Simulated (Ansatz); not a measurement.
# ZnO: energy along a strain

ZnO, P6_3/mmc, a = 3.266 Å, c = 6.169 Å. This isn't the usual stable structure of the compound. Ansatz: PBE+D3(BJ), PAW, 420 eV, Γ-centred 12×12×6 mesh on 4 atoms, Gaussian smearing 0.05 eV; no spin polarisation. Cell vectors (Å): 3.266 0.000 0.000; -1.633 2.829 0.000; 0.000 0.000 6.169. The cell is strained by x per cent times the pattern (1 -1 0 0 0 0) in the order xx yy zz yz xz xy (engineering shears), with fractional coordinates held. y is the free energy over the start, V0 = 14.249 Å³/atom.

| x (%) | y (meV/atom) |
| --- | --- |
| -2.00 | 8.40 |
| -1.50 | ? |
| -1.00 | 2.11 |
| -0.50 | 0.53 |
| 0.00 | 0.00 |
| 0.50 | 0.53 |
| 1.00 | 2.15 |
| 1.50 | 4.87 |
| 1.75 | 6.65 |
| 2.00 | 8.71 |

Problem. Fit y = c2 x² + c3 x³ to the other rows, get the stiffness along the pattern, and predict the missing energy.

Solution. Least squares on the rows shown. y = 2.138 x² + 0.01924 x³. The clamped-ion stiffness p·C·p = 2 × 21.38 eV × 160.2 / 14.249 Å³ = 481 GPa. At x = -1.50 the fit asked for gives 4.75 meV/atom. The run gave 4.74 meV/atom, so the fit is 0.01 meV/atom too high, within twice the rms miss on the fitted rows (0.005 meV/atom).

Cost: 10 runs of about 0.6 core-minutes in all, on AMD EPYC 9R45 (Zen 5) (shared hosts).